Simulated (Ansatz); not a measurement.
Structure relaxation of H2Se

These are results of Ansatz, DFT PBE, scalar-relativistic, plane waves, PAW, not measurements. Cutoff 420 eV, Γ-centred k mesh, Gaussian smearing, no spin polarisation in the final step.

H2Se was placed on the sites of a reported Li2Pt cell (P6/mmm, No. 191), with Se in place of Pt, H in place of Li, at a guessed volume.

```xyz
3
Lattice="4.6404 0.0000 0.0000 -2.3202 4.0187 0.0000 0.0000 0.0000 2.9498" Properties=species:S:1:pos:R:3 pbc="T T T"
H     0.0000    2.6791    1.4749
H     2.3202    1.3396    1.4749
Se    0.0000    0.0000    0.0000
```

Cell and atoms relax at zero pressure; the relaxation can't lower the symmetry of the start. After a coarse first stage the cell is made exact in the group found at 0.06 Å.

Formation energies are uncorrected and refer to the elements' standard structures at the same level (H₂ as a molecule).

Question: Which crystal results?

Answer: It keeps P6/mmm (No. 191), but not the shape of the type it started on. The result has the AlB2 structure. Conventional cell: a = 3.272 Å, c = 2.846 Å. Around H lie 3 H at 1.89 Å; Se is coordinated by 12 H at 2.37 Å.

```cif
data_structure
_symmetry_space_group_name_H-M 'P6/mmm'
_symmetry_Int_Tables_number 191
_cell_length_a 3.2723
_cell_length_b 3.2723
_cell_length_c 2.8462
_cell_angle_alpha 90.000
_cell_angle_beta 90.000
_cell_angle_gamma 120.000
_cell_volume 26.39
loop_
_atom_site_label
_atom_site_type_symbol
_atom_site_symmetry_multiplicity
_atom_site_Wyckoff_symbol
_atom_site_fract_x
_atom_site_fract_y
_atom_site_fract_z
_atom_site_occupancy
H1 H 2 d 0.33333 0.66667 0.50000 1
Se1 Se 1 a 0.00000 0.00000 0.00000 1
```

Question: What are its volume, energy, density and gap?

Answer: The volume per atom is 8.8 Å³. The density is 5.1 g/cm³ and the energy over the elements is 1.22 eV/atom. The gap on the 18×18×18 mesh is 0 eV (a metal).

The final run used a 18×18×18 mesh on its 3-atom cell and 0.10 eV smearing. For metals, differences of a few meV/atom aren't resolved. Weakly bound directions are ill-defined at this level, which has no dispersion term. A structure relaxed within its symmetry needn't be a true minimum. The steps took roughly 40 core-seconds in all.